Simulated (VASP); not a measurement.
**AlNi: single point with PBEsol**

The system is AlNi.

```
CELL_PARAMETERS angstrom
1.93869 -1.95319 0.00000
1.93869 1.95319 0.00000
0.00000 0.00000 3.09943
ATOMIC_POSITIONS crystal
Al 0.00000 0.00000 0.00000
Ni 0.50000 0.50000 0.50000
```

The cell comes from a database or a generator and needn't be the stable form of this composition.

| Item | Value |
| --- | --- |
| Program | VASP 6.6.1 |
| Task | single point |
| Functional | PBEsol |
| Potentials or basis | VASP PAW PBE potentials, release 64 (Al, Ni) |
| Cutoff | 520 eV |
| k mesh | 5 × 5 × 4 |
| Occupations | methfessel-paxton, width 0.05 eV |
| Spin | collinear spin, zero start |
| Starting moments | [0.0, 0.0] μB |
| Fixed moment | 0 μB |

The pressure is 1.4 GPa. The net moment is 0.00 μB per cell and the valence electrons inside the program's atomic spheres are Al 0.81; Ni 9.51.

Stress tensor (GPa, compression positive):
```
 6.84  0.00  0.00
 0.00  5.54  0.00
 0.00  0.00 -8.03
```

It took 13 s on 1 thread of Intel(R) Xeon(R) 6975P-C (Granite Rapids) (shared host), peak memory 0.15 GiB.

Caveat: the k mesh is coarse (spacing up to 0.51 Å⁻¹), so the values aren't converged; the PAW data sets were made with another functional, which shifts forces and pressure a little; the total moment is fixed, so each spin has its own Fermi level.
